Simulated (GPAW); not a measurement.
The system is MoS2.

```
Mo S
1.0
     3.22746    0.00000    0.00000
    -1.61373    2.79507    0.00000
     0.00000    0.00000    6.31247
Mo S
1 2
Direct
  0.00000 0.00000 0.50000
  0.66667 0.33333 0.74468
  0.33333 0.66667 0.25532
```

Measurements of this composition are mostly on another form, of space group No. 194.

```yaml
Program: GPAW 26.7.0
Task: relaxation of cell and atoms
Functional: M06-L
Dispersion: D3
Potentials_or_basis: GPAW PAW data sets (gpaw-data 1.2.1)
Cutoff: 600 eV
Basis: pw
k_mesh: 7 × 7 × 3
Occupations: fermi-dirac, width 0.05 eV
Spin: no spin polarisation
```

At the start: pressure -2.3 GPa; volume 18.98 Å³/atom.

Question: Where does the relaxation end?

Answer: Over 10 steps the energy falls by 34.2 meV/atom and the volume is 17.43 Å³/atom (-8.2 %); space group P-3m1 (No. 164, to 0.05 Å).

Step by step:
```
step  energy change (eV)  largest force (eV/Å)  pressure (GPa)  volume (Å³)
   1              0.0000                0.4793           -2.35        56.94
   2             -0.0140                0.4094           -2.50        56.72
   3             -0.0924                0.2948           -2.93        53.67
   4             -0.0975                0.1721           -1.98        53.42
   5             -0.1009                0.0374           -0.04        52.77
   6             -0.1009                0.0301           -0.07        52.75
   7             -0.1015                0.0304           -0.22        52.52
   8             -0.1021                0.0456           -0.22        52.37
   9             -0.1025                0.0249           -0.11        52.29
  10             -0.1026                0.0052           -0.02        52.30
```

Final structure:
```yaml
crystal:
  lattice:
    - [3.10769, 0.00000, 0.00000]
    - [-1.55385, 2.69134, 0.00000]
    - [0.00000, 0.00000, 6.25332]
  atoms:
    - { symbol: Mo, position: [0.00000, 0.00000, 0.50000] }
    - { symbol: S, position: [0.66667, 0.33333, 0.76030] }
    - { symbol: S, position: [0.33333, 0.66667, 0.23970] }
```

Caveat: later steps reuse the first step's grids; the PAW data sets were made with another functional, which shifts forces and pressure a little.
